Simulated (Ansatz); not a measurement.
# MoS2: the cost of one run

Computed with Ansatz 0.2.0 (DFT LDA, scalar-relativistic, unless a step's input says otherwise).

## Step 1: The starting structure

Symmetry: P6_3/mmc, No. 194, hexagonal system. The conventional cell has a = 3.161 Å, b = 3.161 Å, c = 12.295 Å, α = 90.00°, β = 90.00°, γ = 120.00°. Mo (site symmetry -6m2) has 6 S at 2.37 Å as nearest neighbours. Around S (site symmetry 3m) lie 3 Mo at 2.37 Å.

Coordinates:

```cif
data_structure
_symmetry_space_group_name_H-M 'P 1'
_symmetry_Int_Tables_number 1
_cell_length_a 3.1610
_cell_length_b 3.1610
_cell_length_c 12.2950
_cell_angle_alpha 90.000
_cell_angle_beta 90.000
_cell_angle_gamma 120.000
_cell_volume 106.39
loop_
_atom_site_label
_atom_site_type_symbol
_atom_site_fract_x
_atom_site_fract_y
_atom_site_fract_z
_atom_site_occupancy
Mo1 Mo 0.33333 0.66667 0.25000 1
Mo2 Mo 0.66667 0.33333 0.75000 1
S1 S 0.33333 0.66667 0.62750 1
S2 S 0.66667 0.33333 0.12750 1
S3 S 0.33333 0.66667 0.87250 1
S4 S 0.66667 0.33333 0.37250 1
```

The cell is a deposited one (Crystallography Open Database entry 9007660); the temperature and pressure of the measurement aren't taken into account, and nothing was relaxed.

Atoms are numbered in the order of the input: Mo1, Mo2, S3, S4, S5, S6.

## Step 2: Full-potential LAPW

input.yaml reads:

```yaml
crystal:
  lattice:
    - [3.1610016016, 0.0, 0.0]
    - [-1.5805008008, 2.7375076884, 0.0]
    - [0.0, 0.0, 12.295]
  atoms:
    - { symbol: Mo, position: [0.3333333333, 0.6666666667, 0.25] }
    - { symbol: Mo, position: [0.6666666667, 0.3333333333, 0.75] }
    - { symbol: S, position: [0.3333333333, 0.6666666667, 0.6275] }
    - { symbol: S, position: [0.6666666667, 0.3333333333, 0.1275] }
    - { symbol: S, position: [0.3333333333, 0.6666666667, 0.8725] }
    - { symbol: S, position: [0.6666666667, 0.3333333333, 0.3725] }
kpoints:
  mp_grid: { grid: [10, 10, 3] }
  band_path:
    path:
      - [0.0, 0.0, 0.0]
      - [0.5, 0.0, 0.0]
      - [0.3333333333, 0.3333333333, 0.0]
      - [0.0, 0.0, 0.0]
      - [0.0, 0.0, 0.5]
      - [0.5, 0.0, 0.5]
      - [0.3333333333, 0.3333333333, 0.5]
      - [0.0, 0.0, 0.5]
      - [0.5, 0.0, 0.5]
    npoints: 14
scf:
  occupations: { method: fermi_dirac, width: 0.03 }
hamiltonian:
  xc: lda
  pseudopotentials: { kind: all_electron, lapw: { basis_error: 0.001 } }
output:
  forces: true
  stress: true
  eigenvalues: true
  fatbands: true
  populations: true
  dos: { projected: true, de: 0.2, e_range: [-14, 8] }
```

Run with:

```sh
ansatz run input.yaml --threads 2 --pin off --max-ram 8192MiB --backend cpu --events-out ev --progress --plain --runs-dir out
```

Q: Estimate wall time and peak memory on 2 threads of Arm Neoverse V2, shared host.

About 95 s, with a peak of 0.62 GiB.
